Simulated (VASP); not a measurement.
Set up this calculation in VASP 6.6.1, as the native input.

- Task: band structure
- Functional: revTPSS
- Potentials or basis: VASP PAW PBE potentials, release 64 (Cu, O)
- Cutoff: 520 eV
- k mesh: 6 × 6 × 6
- Occupations: fermi-dirac, width 0.05 eV
- Spin: no spin polarisation
- Further INCAR settings: ALGO = Normal; EDIFF = 1e-06

The structure of Cu2O (Cuprite) lies in POSCAR:

```
Cu2O
1.0
    4.2600000000      0.0000000000      0.0000000000
    0.0000000000      4.2600000000      0.0000000000
    0.0000000000      0.0000000000      4.2600000000
Cu O
4 2
Direct
    0.7500000000      0.2500000000      0.7500000000
    0.7500000000      0.7500000000      0.2500000000
    0.2500000000      0.7500000000      0.7500000000
    0.2500000000      0.2500000000      0.2500000000
    0.5000000000      0.5000000000      0.5000000000
    0.0000000000      0.0000000000      0.0000000000
```

One way to write it, as run:

INCAR

```
SYSTEM = Cu2O
PREC = Accurate
ENCUT = 520
EDIFF = 1E-6
ISMEAR = -1
SIGMA = 0.05
LREAL = .False.
LASPH = .True.
NELM = 60
ALGO = Normal
ISIF = 2
LWAVE = .False.
LCHARG = .False.
LMAXMIX = 4
METAGGA = RTPSS
LMIXTAU = .True.
```

KPOINTS

```
regular mesh
0
Gamma
  6 6 6
  0 0 0
```

KPOINTS_OPT

```
path GXMGRX,MR
10
line-mode
reciprocal
 0.0000000000  0.0000000000  0.0000000000  G
 0.0000000000  0.5000000000  0.0000000000  X

 0.0000000000  0.5000000000  0.0000000000  X
 0.5000000000  0.5000000000  0.0000000000  M

 0.5000000000  0.5000000000  0.0000000000  M
 0.0000000000  0.0000000000  0.0000000000  G

 0.0000000000  0.0000000000  0.0000000000  G
 0.5000000000  0.5000000000  0.5000000000  R

 0.5000000000  0.5000000000  0.5000000000  R
 0.0000000000  0.5000000000  0.0000000000  X

 0.5000000000  0.5000000000  0.0000000000  M
 0.5000000000  0.5000000000  0.5000000000  R
```

Potentials or basis: VASP PAW PBE potentials, release 64 (Cu, O).

Command:

```console
$ cat potpaw_PBE.64/Cu/POTCAR potpaw_PBE.64/O/POTCAR > POTCAR
$ mpirun -np 1 vasp_std > vasp.out
```

It gave:

* Pressure: 1.0 GPa
* Band gap on the k mesh: 0.53 eV, direct
* Band gap along the path: 0.53 eV, direct

Caveat: the PAW data sets were made with another functional, which shifts forces and pressure a little.

It took 2.2 min on 1 thread of Intel(R) Xeon(R) 6975P-C (Granite Rapids), on a shared host, peak memory 0.21 GiB.
